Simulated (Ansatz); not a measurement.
# Ru: an energy map of one atom

This session takes Ru and sets out to map the energy of atom 1 (Ru) over a plane.

Computed with Ansatz 0.2.0 (DFT PBE, scalar-relativistic, plane waves, PAW, unless a step's input says otherwise).

## Step 1: The structure to begin with

The structure is hexagonal, space group P6_3/mmc (No. 194). The conventional cell has a = 2.706 Å, b = 2.706 Å, c = 4.282 Å, α = 90.00°, β = 90.00°, γ = 120.00°. Ru (site symmetry -6m2) is surrounded by 12 Ru at 2.65 to 2.71 Å.

Coordinates:

```cif
data_structure
_symmetry_space_group_name_H-M 'P6_3/mmc'
_symmetry_Int_Tables_number 194
_cell_length_a 2.7058
_cell_length_b 2.7058
_cell_length_c 4.2819
_cell_angle_alpha 90.000
_cell_angle_beta 90.000
_cell_angle_gamma 120.000
_cell_volume 27.15
loop_
_atom_site_label
_atom_site_type_symbol
_atom_site_symmetry_multiplicity
_atom_site_Wyckoff_symbol
_atom_site_fract_x
_atom_site_fract_y
_atom_site_fract_z
_atom_site_occupancy
Ru1 Ru 2 c 0.33333 0.66667 0.25000 1
```

The cell is taken as given, not relaxed at this level.

## Step 2: The reference cell

The reference gives a free energy of -11757.3802 eV, pressure 4.55 GPa, largest force 0.000 eV/Å and gap on the mesh none (metal). It was computed beforehand with the settings of the runs below.

## Step 3: The scan: an energy map of one atom

Atom 1 (Ru) is moved by p along (1.000, 0.000, 0.000) and q along (0.000, 1.000, 0.000) (Å), all else fixed; its images in the other cells move with it. Points alike by symmetry are run once.

## Step 4: At p = -0.300, q = -0.300

input.yaml

```yaml
crystal:
  lattice:
    - [2.7057993342, 0.0, 0.0]
    - [-1.3528996671, 2.343290961, 0.0]
    - [0.0, 0.0, 4.2819]
  atoms:
    - { symbol: Ru, position: [0.1584478292, 0.5386415921, 0.25] }
    - { symbol: Ru, position: [0.6666666667, 0.3333333333, 0.75] }
basis:
  ecutwfc: 420
kpoints:
  mp_grid: { grid: [24, 24, 12] }
hamiltonian:
  xc: pbe
scf:
  occupations: { method: gaussian, width: 0.15 }
output:
  forces: true
  stress: true
  eigenvalues: true
```

On the command line:

```bash
$ ansatz run input.yaml --threads 1 --pin off --max-ram 2560MiB --backend cpu --events-out ev --progress --plain --runs-dir out
```

Further runs follow: p = -0.300, q = 0.000; point p = -0.300, q = 0.300; p = 0.000, q = -0.300; At p = 0.000, q = 0.300; point p = -0.300, q = -0.150; At p = -0.300, q = 0.150; p = -0.150, q = -0.300; p = -0.150, q = 0.000; point p = -0.150, q = 0.300; p = 0.000, q = -0.150.

Q: Predict the outcome of this session. Wanted: highest point; lowest point away from the origin.

As calculated:

```
                         quantity                                      value
                    highest point  0.621 eV/cell at (p, q) = (-0.300, 0.300)
lowest point away from the origin           0.080 eV/cell at (-0.150, 0.000)
```

**Reading.** The undisturbed cell is the lowest computed point.
